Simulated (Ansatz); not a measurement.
input.yaml for Rh (Ansatz 0.2.0)

```yaml
crystal:
  lattice:
    - [2.7309790422, 0.0, 0.0]
    - [-1.3654895211, 2.3650972278, 0.0]
    - [0.0, 0.0, 4.428489]
  atoms:
    - { symbol: Rh, position: [0.6666666667, 0.3333333333, 0.75] }
    - { symbol: Rh, position: [0.3333333333, 0.6666666667, 0.25] }
basis:
  ecutwfc: 420
  xc_grid: 4
kpoints:
  mp_grid: { grid: [6, 6, 4] }
hamiltonian:
  xc: pbe
  dispersion: d4
scf:
  occupations: { method: gaussian, width: 0.26 }
  mixing: { algorithm: broyden, preconditioner: none }
  initial_density: { chi_scale: 0, normalization: atom }
  max_iter: 73
output:
  forces: true
  stress: true
  eigenvalues: true
```

Command:

```bash
ansatz run input.yaml --threads 1 --pin off --max-ram 1331MiB --backend cpu --events-out ev --progress --plain --runs-dir out
```

From the log (HF is the Harris–Foulkes energy, dr2 the density residual in eV):

```text
Pseudopotential: Rh, paw, valence charge 17, recommended cutoff 420 eV (normal)
Crystal: 2 atoms, lattice volume = 28.604 Å³
Basis set: ecut = 420 eV, 573 PW (Γ), exchange–correlation on 80×80×120 points (64 copies of the dense FFT grid, shifted against one another)
Bands: 21, of which v1, the nominal top of the filled ones, is band 17 counted from 1 (16 counted from 0)
Symmetry: 24 space group operations
Space group: P63/mmc (ITA 194), of the structure as read, at distance tolerance 3.1e-5 Å
k-points: 21 of 144
Initial density: superposition of atomic densities
SCF iter   1: HF=-12808.316021 eV  Δρ=1.10e-1  dr2=3.42e0
SCF iter   2: HF=-12807.468650 eV  Δρ=4.45e-2  dr2=3.50e-1  κ⁻¹=1.0e0(r=1)
SCF iter   3: HF=-12807.355741 eV  Δρ=1.03e-2  dr2=1.16e-2  κ⁻¹=3.0e-3(r=2)
SCF iter   4: HF=-12807.353597 eV  Δρ=7.58e-4  dr2=4.37e-5  κ⁻¹=2.2e-5(r=3)
SCF iter   5: HF=-12807.353645 eV  Δρ=2.76e-4  dr2=4.68e-6  κ⁻¹=8.9e-7(r=4)
SCF iter   6: HF=-12807.353648 eV  Δρ=4.12e-5  dr2=1.58e-7  κ⁻¹=7.3e-8(r=5)
SCF iter   7: F=-12807.353648 eV  HF=-12807.353648 eV  Δρ=6.59e-6  dr2=2.55e-9
SCF 1 converged in 7 iterations: F = -12807.353648 eV  dr2 = 2.55e-9
SCF converged after 7 iterations
Stability not checked: this state was not tested for a lower state beside it, because the mixer in use, unlike msr1, does not test its closes by its own steps (another_mixer; see scf.mixing.algorithm and scf.lower_state_search)
Free energy (F): -12807.353648 eV
E sigma→0 (E₀):  -12807.295375 eV
Entropy (-TS):   -0.116546 eV (-58.273 meV/atom)
Fermi energy:    21.274798 eV
--- Forces (eV/Å), atoms counted from 1 ---
  atom   1  Rh     0.00000000     0.00000000    -0.00000000
  atom   2  Rh    -0.00000000    -0.00000000     0.00000000
--- Stress (GPa, compression-positive) ---
       -9.278572       0.000000      -0.000000
       -0.000000      -9.278572      -0.000000
       -0.000000      -0.000000     -15.033240
  P = ⅓ Tr σ = -11.1968 GPa (-111.968 kbar)
```

These settings were drawn at random to show what each does; none of the numbers is a converged property of the crystal.